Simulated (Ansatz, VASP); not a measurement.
## Zn: VASP beside Ansatz

```
Zn
1.0
    -1.53469    1.53469    1.53469
     1.53469   -1.53469    1.53469
     1.53469    1.53469   -1.53469
Zn
1
Direct
  0.00000 0.00000 0.00000
```

Change from the starting cell: volume scaled by 0.9405.

Alike in both runs: task single point; functional PBE; k mesh 17 × 17 × 17; occupations fermi-dirac, width 0.05 eV; no spin polarisation.

|  | VASP | Ansatz |
| --- | --- | --- |
| version | VASP 6.6.1 | Ansatz 0.2.0 |
| potentials or method | VASP PAW PBE potentials, release 64 (Zn), cutoff 520 eV | all-electron LAPW, scalar-relativistic |

|  | VASP | Ansatz | Ansatz less VASP |
| --- | --- | --- | --- |
| pressure (GPa) | 5.0 | 4.6 | -0.43 |

Ansatz ran all-electron here, so the differences hold the error of VASP's frozen core and of both bases.
